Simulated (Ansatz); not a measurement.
## A series in volume per atom on Ni

Periodic Kohn-Sham DFT of a crystal at fixed atoms; pressure and stress are positive in compression; the energy is the free energy less that of spherical unpolarised free atoms; site moments are those in the method's own spheres, positive along +z. The results are calculated, by Ansatz 0.2.0.

Cell of the first row (space group Fm-3m, No. 225):
```
cell vectors (Å)
   0.0000     1.7319     1.7319
   1.7319     0.0000     1.7319
   1.7319     1.7319     0.0000
atoms (fractions of the cell vectors)
Ni  0.00000  0.00000  0.00000
```

Settings of every row: method all-electron LAPW; functional PBE; relativity scalar; k mesh 20x20x20; filling fermi-dirac; smearing width 0.05 eV; basis error target 0.25 meV/atom; nucleus gaussian.

Atom:
```csv
element,start moment (bohr magneton)
Ni,1.5
```

Limits: with one magnetic atom in the cell only parallel moments are possible.

```csv
row,volume per atom (Å³),pressure (GPa),energy less free atoms (eV/atom),cell moment (bohr magneton)
1,10.389,10.563,-7.0954,0.63
2,10.499,?,?,?
3,10.61,5.556,-7.1064,0.634
4,10.831,1.113,-7.111,0.637
5,10.941,-0.916,-7.111,0.639
6,11.052,-2.828,-7.1097,0.64
7,11.162,-4.628,-7.1071,0.642
8,11.273,-6.322,-7.1034,0.644
9,11.494,-9.417,-7.0925,0.647
10,11.605,-10.828,-7.0855,0.649
11,11.715,-12.156,-7.0775,0.651
```

Question: what pressure and energy less free atoms should row 2 give?

Worked fit of pressure. Take u = (V_r/V)^(2/3) − 1 with V_r = 11.107 Å³ an atom, which is twice the finite (Eulerian) strain; such expansions in the strain, on which the Birch-Murnaghan equation of state is built, carry the rest volume and the bulk modulus. The shown rows have u = 0.04556, 0.03099, 0.01692, 0.01009, 0.00331, -0.00329, -0.00984, -0.02257, -0.02882, -0.03491. Least squares give pressure = −3.7404 + 271.282 × u + 897.93 × u² + 854 × u³ GPa; a parabola predicts inner rows, each left out in turn, worse (root mean square 0.012 against 0.0051 GPa). The rows lie off it by -0.001, 0.002, 0.002, -0.005, 0.005, -0.005, 0.002, -0.001, 0.005, -0.003 (root mean square 0.0035 GPa). The pressure vanishes at u = 0.0132, or V = 10.89 Å³ an atom, and there the bulk modulus at fixed shape and fractions is B = −V dP/dV = (2/3)(1 + u) dP/du = 200 GPa. The withheld row has u = 0.03824, so the fit gives −3.7404 + 271.282 × (0.03824) + 897.93 × (0.03824)² + 854 × (0.03824)³ = 7.994 GPa.

The calculation gave 7.984 GPa. The fit lies 0.010 GPa (0.044 % of the column's range) above it; its largest miss of a shown row is 0.005 GPa.

Worked fit of energy less free atoms. Take u = (V_r/V)^(2/3) − 1 with V_r = 11.107 Å³ an atom, which is twice the finite (Eulerian) strain; such expansions in the strain, on which the Birch-Murnaghan equation of state is built, carry the rest volume and the bulk modulus. The shown rows have u = 0.04556, 0.03099, 0.01692, 0.01009, 0.00331, -0.00329, -0.00984, -0.02257, -0.02882, -0.03491. Least squares give energy less free atoms = −7.10859 − 0.3873 × u + 14.592 × u² + 5.8 × u³ eV/atom; a parabola predicts inner rows, each left out in turn, worse (root mean square 9.7e-05 against 5.2e-05 eV/atom). The rows lie off it by 0.0000, 0.0000, -0.0001, 0.0000, 0.0000, 0.0001, 0.0000, 0.0000, -0.0001, 0.0000. Its lowest point lies at u = 0.0132, or V = 10.89 Å³ an atom, and the curvature there gives the bulk modulus at fixed shape and fractions, B = (4/9)(1 + u)² E″(u)/V = 199 GPa. The withheld row has u = 0.03824, so the fit gives −7.10859 − 0.3873 × (0.03824) + 14.592 × (0.03824)² + 5.8 × (0.03824)³ = -7.1017 eV/atom.

The calculation gave -7.1018 eV/atom. The fit lies 0.0001 eV/atom (0.3 % of the column's range) above it, one unit of the last digit.

The other values of row 2: cell moment 0.632 bohr magneton.
